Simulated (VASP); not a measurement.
Here is a VASP 6.6.1 calculation.

File INCAR:

```
SYSTEM = CoO
ALGO = Fast ; EDIFF = 1E-6
EDIFFG = -0.01 ; ENCUT = 600
GGA = PE ; IBRION = 2
ISIF = 3 ; ISMEAR = -1
ISPIN = 2 ; IVDW = 13
LASPH = .True. ; LCHARG = .False.
LMAXMIX = 4 ; LORBIT = 11
LREAL = .False. ; LWAVE = .False.
MAGMOM = 2 0 ; NELM = 120
NSW = 60 ; PREC = Accurate
SIGMA = 0.05
```

KPOINTS

```
k-points
0
Gamma
  8 8 7
  0 0 0
```

POSCAR

```
CoO
1.0
    2.8284500000      0.0000000000      0.0000000000
   -1.4142300000      2.4495100000      0.0000000000
    0.0000000000      0.0000000000      2.7217200000
Co O
1 1
Direct
    0.0000000000      0.0000000000      0.5000000000
    0.6666700000      0.3333300000      0.0000000000
```

Potentials or basis: VASP PAW PBE potentials, release 64 (Co, O).

Run with:

```sh
$ cat potpaw_PBE.64/Co/POTCAR potpaw_PBE.64/O/POTCAR > POTCAR
$ mpirun -np 1 vasp_std > vasp.out
```

(1) What does it give for the dispersion energy per atom?

(2) Predict the space group after relaxing (to 0.05 Å).

(3) Predict the relaxed cell.

(4) Predict the net moment.

## Answers

(1) -0.278 eV.

(2) P-6m2 (No. 187).

(3) a = 2.805 Å, b = 2.805 Å, c = 2.708 Å, α = 90.00°, β = 90.00°, γ = 120.00°.

(4) 3.00 μB per cell.

Caveat: a cell with one magnetic atom can't hold antiferromagnetic order, which such compounds often take.
